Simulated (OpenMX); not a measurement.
## ZrC in OpenMX: the effect of biaxial strain

Crystal: ZrC.

```
Zr C
1.0
     0.00000    2.27040    2.36500
     2.27040    0.00000    2.36500
     2.27040    2.27040    0.00000
Zr C
1 1
Direct
  0.50000 0.50000 0.50000
  0.00000 0.00000 0.00000
```

Alike in all runs:

| Quantity | Value |
| --- | --- |
| Program | OpenMX 3.8.5 |
| Task | band structure |
| Functional | PBE |
| Potentials or basis | OpenMX 2013 PBE set, Zr7.0-s3p2d2, C6.0-s2p2d1, grid cutoff 400 Ry |
| k mesh | 7 × 7 × 7 |
| Occupations | fermi-dirac, width 0.05 eV |
| Spin | no spin polarisation |

| biaxial strain | pressure (GPa) |
| --- | --- |
| -4 % | ? |
| -2 % | 7.8 |
| 0 % | -1.8 |
| 2 % | -9.4 |
| 4 % | -15.3 |

What does the run with biaxial strain -4 % give?

Pressure 19.7 GPa.

Worked out: A parabola through the other rows of the pressure, of slope -6.16 GPa per % there, extrapolates to 19.2 GPa, against the run's 19.7.

Caveats: the basis of atomic orbitals isn't converged, which shifts pressures, moduli and gaps.
